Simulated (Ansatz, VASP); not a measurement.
**One calculation of Ca, two programs**

Contents of INCAR:

```
SYSTEM = Ca
ALGO = Normal ; EDIFF = 1E-7
ENCUT = 520 ; GGA = PS
ISIF = 2 ; ISMEAR = 0
LASPH = .True. ; LCHARG = .True.
LELF = .True. ; LREAL = .False.
LVHAR = .True. ; LWAVE = .False.
NBANDS = 11 ; NELM = 80
PREC = Accurate ; SIGMA = 0.15
```

The input KPOINTS:

```
k-points
0
Gamma
  14 14 14
  0 0 0
```

Contents of POSCAR:

```
Ca
1.0
    0.0000000000      2.7942000000      2.7942000000
    2.8361130000      0.0000000000      2.7942000000
    2.8361130000      2.7942000000      0.0000000000
Ca
1
Direct
    0.0000000000      0.0000000000      0.0000000000
```

Input for Ansatz:

```yaml
crystal:
  lattice:
    - [0.0, 2.7942, 2.7942]
    - [2.836113, 0.0, 2.7942]
    - [2.836113, 2.7942, 0.0]
  atoms:
    - { symbol: Ca, position: [0.0, 0.0, 0.0] }
basis:
  ecutwfc: 420
kpoints:
  mp_grid: { grid: [14, 14, 14] }
hamiltonian:
  xc: pbesol
scf:
  occupations: { method: gaussian, width: 0.15 }
output:
  forces: true
  stress: true
  eigenvalues: true
```

Change from the starting cell: strain +0.0150 x Voigt [1, 0, 0, 0, 0, 0], atoms carried along.

Alike in both runs: task single point; functional PBEsol; k mesh 14 × 14 × 14; occupations gaussian, width 0.15 eV; no spin polarisation.

|  | VASP | Ansatz |
| --- | --- | --- |
| version | VASP 6.6.1 | Ansatz 0.2.0 |
| potentials or method | VASP PAW PBE potentials, release 64 (Ca_sv) | scalar-relativistic, plane waves, PAW |
| plane-wave cutoff (eV) | 520 | 420 |
| valence electrons in the cell | 10 | 10 |

|  | VASP | Ansatz | Ansatz less VASP |
| --- | --- | --- | --- |
| gap on the k mesh at the Fermi level (eV) | none | none | - |
| pressure (GPa) | -1.4 | -1.4 | -0.01 |
| largest component of the traceless stress (GPa) | 0.08 | 0.08 | 0.000 |

A gap of «none» marks a metal or a gap that the smearing closes.

Caveats: the PAW data sets were made with another functional, which shifts forces and pressure a little (VASP).
